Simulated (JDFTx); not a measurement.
# Ir (Fm-3m) in JDFTx: a series of runs

The runs below take Ir through band structure, with PBE.

Program: JDFTx 1.7.0 (patched build). These are calculated values, not measurements. Logs are shortened: lines on timing, memory, paths and dates and some standing lists are left out, and cuts for length are marked. The log counts tension as positive stress, the text compression.

## Step 1: Starting point

The structure is cubic, space group Fm-3m (No. 225). The conventional cell has a = 3.831 Å, b = 3.831 Å, c = 3.831 Å, α = 90.00°, β = 90.00°, γ = 90.00°. Ir (site symmetry m-3m) is surrounded by 12 Ir at 2.71 Å.

## Step 2: Band structure, PBE

bands.in

```
lattice \
    0.0000000000     1.9156000000     1.9156000000 \
    1.9156000000     0.0000000000     1.9156000000 \
    1.9156000000     1.9156000000     0.0000000000
latt-scale 1.889726124626 1.889726124626 1.889726124626
coords-type Lattice
ion Ir     0.0000000000     0.0000000000     0.0000000000 1

ion-species pseudo/Ir.upf
elec-cutoff 34
elec-ex-corr gga-PBE
elec-smearing Fermi 0.0018374661
elec-n-bands 14
electronic-minimize nIterations 30 energyDiffThreshold 1e-06
davidson-band-ratio 1.3
forces-output-coords Cartesian
include path.kpoints
symmetries none
fix-electron-density run.$VAR

dump-name bands.$VAR
dump End Ecomponents EigStats BandEigs Kpoints Forces
```

path.kpoints

```
kpoint +0.0000000000 +0.0000000000 +0.0000000000 0.020000000000
kpoint +0.0714285714 +0.0000000000 +0.0714285714 0.020000000000
kpoint +0.1428571429 +0.0000000000 +0.1428571429 0.020000000000
kpoint +0.2142857143 +0.0000000000 +0.2142857143 0.020000000000
kpoint +0.2857142857 +0.0000000000 +0.2857142857 0.020000000000
kpoint +0.3571428571 +0.0000000000 +0.3571428571 0.020000000000
kpoint +0.4285714286 +0.0000000000 +0.4285714286 0.020000000000
kpoint +0.5000000000 +0.0000000000 +0.5000000000 0.020000000000
kpoint +0.5000000000 +0.0833333333 +0.5833333333 0.020000000000
kpoint +0.5000000000 +0.1666666667 +0.6666666667 0.020000000000
kpoint +0.5000000000 +0.2500000000 +0.7500000000 0.020000000000
kpoint +0.4375000000 +0.3125000000 +0.7500000000 0.020000000000
kpoint +0.3750000000 +0.3750000000 +0.7500000000 0.020000000000
kpoint +0.3281250000 +0.3281250000 +0.6562500000 0.020000000000
kpoint +0.2812500000 +0.2812500000 +0.5625000000 0.020000000000
kpoint +0.2343750000 +0.2343750000 +0.4687500000 0.020000000000
kpoint +0.1875000000 +0.1875000000 +0.3750000000 0.020000000000
kpoint +0.1406250000 +0.1406250000 +0.2812500000 0.020000000000
kpoint +0.0937500000 +0.0937500000 +0.1875000000 0.020000000000
kpoint +0.0468750000 +0.0468750000 +0.0937500000 0.020000000000
kpoint +0.0000000000 +0.0000000000 +0.0000000000 0.020000000000
kpoint +0.0833333333 +0.0833333333 +0.0833333333 0.020000000000
kpoint +0.1666666667 +0.1666666667 +0.1666666667 0.020000000000
kpoint +0.2500000000 +0.2500000000 +0.2500000000 0.020000000000
kpoint +0.3333333333 +0.3333333333 +0.3333333333 0.020000000000
kpoint +0.4166666667 +0.4166666667 +0.4166666667 0.020000000000
kpoint +0.5000000000 +0.5000000000 +0.5000000000 0.020000000000
kpoint +0.5250000000 +0.4500000000 +0.5250000000 0.020000000000
kpoint +0.5500000000 +0.4000000000 +0.5500000000 0.020000000000
kpoint +0.5750000000 +0.3500000000 +0.5750000000 0.020000000000
kpoint +0.6000000000 +0.3000000000 +0.6000000000 0.020000000000
kpoint +0.6250000000 +0.2500000000 +0.6250000000 0.020000000000
kpoint +0.5625000000 +0.2500000000 +0.6875000000 0.020000000000
kpoint +0.5000000000 +0.2500000000 +0.7500000000 0.020000000000
kpoint +0.5000000000 +0.2916666667 +0.7083333333 0.020000000000
kpoint +0.5000000000 +0.3333333333 +0.6666666667 0.020000000000
kpoint +0.5000000000 +0.3750000000 +0.6250000000 0.020000000000
kpoint +0.5000000000 +0.4166666667 +0.5833333333 0.020000000000
kpoint +0.5000000000 +0.4583333333 +0.5416666667 0.020000000000
kpoint +0.5000000000 +0.5000000000 +0.5000000000 0.020000000000
kpoint +0.4791666667 +0.4791666667 +0.5416666667 0.020000000000
kpoint +0.4583333333 +0.4583333333 +0.5833333333 0.020000000000
kpoint +0.4375000000 +0.4375000000 +0.6250000000 0.020000000000
kpoint +0.4166666667 +0.4166666667 +0.6666666667 0.020000000000
kpoint +0.3958333333 +0.3958333333 +0.7083333333 0.020000000000
kpoint +0.3750000000 +0.3750000000 +0.7500000000 0.020000000000
kpoint +0.6250000000 +0.2500000000 +0.6250000000 0.020000000000
kpoint +0.5833333333 +0.1666666667 +0.5833333333 0.020000000000
kpoint +0.5416666667 +0.0833333333 +0.5416666667 0.020000000000
kpoint +0.5000000000 +0.0000000000 +0.5000000000 0.020000000000
```

Potentials or basis: PseudoDojo-SR-PBE-0.4.1-standard with smoothed tails.

On the command line:

```bash
> jdftx -c 1 -i bands.in -o bands.out
```

Standard output:

```text
*************** JDFTx 1.7.0 (patched build) ***************

Input parsed successfully to the following command list (including defaults):
[... the input with its defaults ...]

---------- Initializing the Grid ----------
R =
[            0      3.61996      3.61996  ]
[      3.61996            0      3.61996  ]
[      3.61996      3.61996            0  ]
unit cell volume = 94.8727
G =
[  -0.867853   0.867853   0.867853  ]
[   0.867853  -0.867853   0.867853  ]
[   0.867853   0.867853  -0.867853  ]
Minimum fftbox size, Smin = [  28  28  28  ]
Chosen fftbox size, S = [  28  28  28  ]

---------- Exchange Correlation functional ----------
Initalized PBE GGA exchange.
Initalized PBE GGA correlation.

---------- Setting up pseudopotentials ----------
Width of ionic core gaussian charges (only for fluid interactions / plotting) set to 0

Reading pseudopotential file 'pseudo/Ir.upf':
  'Ir' pseudopotential, 'PBE' functional
  Generated using ONCVPSP code by D. R. Hamann
  17 valence electrons, 4 orbitals, 8 projectors, 1001 radial grid points, with lMax = 3
    5S    l: 0   occupation:  2.0   eigenvalue: -3.600919
    5P    l: 1   occupation:  6.0   eigenvalue: -2.010143
    5D    l: 2   occupation:  7.0   eigenvalue: -0.262668
    6S    l: 0   occupation:  2.0   eigenvalue: -0.232672
  Core radius for overlap checks: 2.19 bohrs.

Initialized 1 species with 1 total atoms.

Folded 50 k-points by 1x1x1 to 50 k-points.

---------- Setting up k-points, bands, fillings ----------
No reducable k-points.
Computing the number of bands and number of electrons
Calculating initial fillings.
nElectrons:  17.000000   nBands: 14   nStates: 50

----- Setting up reduced wavefunction bases (one per k-point) -----
average nbasis = 900.040 , ideal nbasis = 898.366

---------- Setting up ewald sum ----------
Optimum gaussian width for ewald sums = 1.845466 bohr.
Real space sum over 2197 unit cells with max indices [  6  6  6  ]
Reciprocal space sum over 2197 terms with max indices [  6  6  6  ]

---------- Allocating electronic variables ----------
Reading n from file 'run.n' ... done
Initializing wave functions:  linear combination of atomic orbitals
Note: number of bands (14) exceeds available atomic orbitals (10)

----------- Band structure minimization -------------
Minimization will be done independently for each quantum number.

---- Minimization of quantum number:     0  [ +0.0000000 +0.0000000 +0.0000000 ]  0.040000000 ----
BandDavidson: Iter:   0  Eband: +0.343723811012743
BandDavidson: Iter:   1  Eband: +0.268749120833318  dEband: -7.497469e-02
BandDavidson: Iter:   2  Eband: +0.251141494311027  dEband: -1.760763e-02
BandDavidson: Iter:   3  Eband: +0.249853252854023  dEband: -1.288241e-03
[... 599 lines of inner loops ...]
BandDavidson: Iter:   6  Eband: +0.246994944313951  dEband: -1.664425e-06
BandDavidson: Iter:   7  Eband: +0.246994377988762  dEband: -5.663252e-07
BandDavidson: Converged (dEband<1.000000e-06)
	FillingsUpdate:  mu: +0.974567486  nElectrons: 17.000000
WARNING: these k-points are no uniform mesh, so that mu and the fillings of partly filled bands are only those of these points: take mu from the calculation that made the density or potential.

Dumping 'bands.eigStats' ...
	eMin: -2.459752 at state 0 ( [ +0.000000 +0.000000 +0.000000 ] spin 0 )
	HOMO: +0.971090 at state 8 ( [ +0.500000 +0.083333 -0.416667 ] spin 0 )
	mu  : +0.974567
	LUMO: +0.975774 at state 5 ( [ +0.357143 +0.000000 +0.357143 ] spin 0 )
	eMax: +1.871422 at state 33 ( [ +0.500000 +0.250000 -0.250000 ] spin 0 )
	HOMO-LUMO gap: +0.004684
	Optical gap  : +0.019862 at state 5 ( [ +0.357143 +0.000000 +0.357143 ] spin 0 )
Done!
[note: mu, HOMO and LUMO in a band run belong to the points of the path alone and aren't those of the crystal]
```

Wall time 5.4 s (1 thread of Arm Neoverse V2, shared host); peak memory 0.09 GiB.

What came out:

```yaml
Band_gap_along_the_path: none (metal or under the smearing width)
```

Levels at the corners of the path, in eV from the Fermi level:
| point | band 6 | band 7 | band 8 | band 9 | band 10 |
| --- | --- | --- | --- | --- | --- |
| Γ | -3.96 | -3.96 | -3.96 | -1.24 | -1.24 |
| X | -7.44 | 0.85 | 1.47 | 1.47 | 1.63 |
| W | -4.96 | -4.96 | -1.87 | 1.48 | 8.16 |
| K | -6.08 | -2.96 | -0.93 | 0.59 | 6.24 |
| Γ | -3.96 | -3.96 | -3.96 | -1.24 | -1.24 |
| L | -4.06 | -4.06 | -0.83 | 0.88 | 0.88 |
| U | -6.08 | -2.96 | -0.93 | 0.59 | 6.24 |
| W | -4.96 | -4.96 | -1.87 | 1.48 | 8.16 |
| L | -4.06 | -4.06 | -0.83 | 0.88 | 0.88 |
| K | -6.08 | -2.96 | -0.93 | 0.59 | 6.24 |
| U | -6.08 | -2.96 | -0.93 | 0.59 | 6.24 |
| X | -7.44 | 0.85 | 1.47 | 1.47 | 1.63 |

Caveat: spin-orbit coupling is left out, which moves the levels of the heavy elements.

## Step 3: Band structure, PBE, spin-orbit coupling, no magnetisation

bands.in, as its differences from that of step 2:

```diff
@@ -12,3 +12,4 @@
 elec-smearing Fermi 0.0018374661
-elec-n-bands 14
+elec-n-bands 29
+spintype spin-orbit
 electronic-minimize nIterations 30 energyDiffThreshold 1e-06
```

path.kpoints is that of step 2.

Potentials or basis: PseudoDojo-FR-PBE-0.4-standard with smoothed tails.

On the command line:

```bash
> jdftx -c 1 -i bands.in -o bands.out
```

Run time: 21 s. Hardware: 1 thread of Arm Neoverse V2, shared host; peak memory 0.09 GiB.

It converged, with:

```
Band gap along the path : none (metal or under the smearing width)
```

Levels at the corners of the path, in eV from the Fermi level:
```
point  band 12  band 13  band 14  band 15  band 16  band 17  band 18  band 19  band 20  band 21
    Γ    -4.43    -4.43    -4.43    -3.60    -3.60    -1.21    -1.21    -1.21    -1.21    13.41
    X    -7.61     0.59     0.59     1.03     1.03     1.25     1.25     1.93     1.93    10.53
    W    -5.18    -5.14    -5.14    -1.91    -1.91     1.40     1.40     8.04     8.04     8.09
    K    -6.25    -3.20    -3.20    -1.04    -1.04     0.57     0.57     6.06     6.06     7.54
    Γ    -4.43    -4.43    -4.43    -3.60    -3.60    -1.21    -1.21    -1.21    -1.21    13.41
    L    -4.64    -3.78    -3.78    -1.09    -1.09     0.52     0.52     1.11     1.11     7.28
    U    -6.25    -3.20    -3.20    -1.04    -1.04     0.57     0.57     6.06     6.06     7.54
    W    -5.18    -5.14    -5.14    -1.91    -1.91     1.40     1.40     8.04     8.04     8.09
    L    -4.64    -3.78    -3.78    -1.09    -1.09     0.52     0.52     1.11     1.11     7.28
    K    -6.25    -3.20    -3.20    -1.04    -1.04     0.57     0.57     6.06     6.06     7.54
    U    -6.25    -3.20    -3.20    -1.04    -1.04     0.57     0.57     6.06     6.06     7.54
    X    -7.61     0.59     0.59     1.03     1.03     1.25     1.25     1.93     1.93    10.53
```
